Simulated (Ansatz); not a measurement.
Here is an Ansatz 0.2.0 calculation.

Contents of input.yaml:

```yaml
crystal:
  lattice:
    - [0.0, 2.625, 2.625]
    - [2.625, 0.0, 2.625]
    - [2.625, 2.625, 0.0]
  atoms:
    - { symbol: Zr, position: [0.0, 0.0, 0.0] }
    - { symbol: S, position: [0.5, 0.5, 0.5] }
kpoints:
  mp_grid: { grid: [9, 9, 9] }
  band_path:
    path:
      - [0.0, 0.0, 0.0]
      - [0.5, 0.0, 0.5]
      - [0.5, 0.25, 0.75]
      - [0.375, 0.375, 0.75]
      - [0.0, 0.0, 0.0]
      - [0.5, 0.5, 0.5]
      - [0.625, 0.25, 0.625]
      - [0.5, 0.25, 0.75]
    npoints: 6
scf:
  occupations: { method: fermi_dirac, width: 0.05 }
hamiltonian:
  xc: blyp
  pseudopotentials: { kind: all_electron, lapw: { basis_error: 0.001 } }
output:
  forces: true
  stress: true
  eigenvalues: true
```

Potentials or basis: all-electron LAPW, scalar-relativistic.

Command:

```bash
$ ansatz run input.yaml --threads 1 --pin off --max-ram 3072MiB --backend cpu --events-out ev --progress --plain --runs-dir out
```

**Question.** Predict the band gap along the path.

**Answer.** None (metal or under the smearing width).

**Question.** Estimate the pressure.

**Answer.** 5.4 GPa.

Levels at the corners of the path, in eV from the Fermi level:
```csv
point,band 17,band 18,band 19,band 20,band 21,band 22,band 23,band 24,band 25,band 26
Γ,-15.85,-3.58,-3.58,-3.58,-1.30,-1.30,-1.30,-0.64,-0.64,2.08
X,-15.05,-6.17,-4.47,-4.47,-3.27,0.50,2.27,2.27,2.84,3.27
W,-14.76,-6.09,-5.83,-5.83,0.06,0.06,1.81,2.28,2.30,7.56
K,-14.78,-6.24,-6.04,-5.29,-1.37,1.71,1.92,2.41,2.50,5.16
Γ,-15.85,-3.58,-3.58,-3.58,-1.30,-1.30,-1.30,-0.64,-0.64,2.08
L,-14.36,-7.90,-5.96,-5.96,1.41,1.41,1.74,2.23,5.49,5.49
U,-14.78,-6.24,-6.04,-5.29,-1.37,1.71,1.92,2.41,2.50,5.16
W,-14.76,-6.09,-5.83,-5.83,0.06,0.06,1.81,2.28,2.30,7.56
```
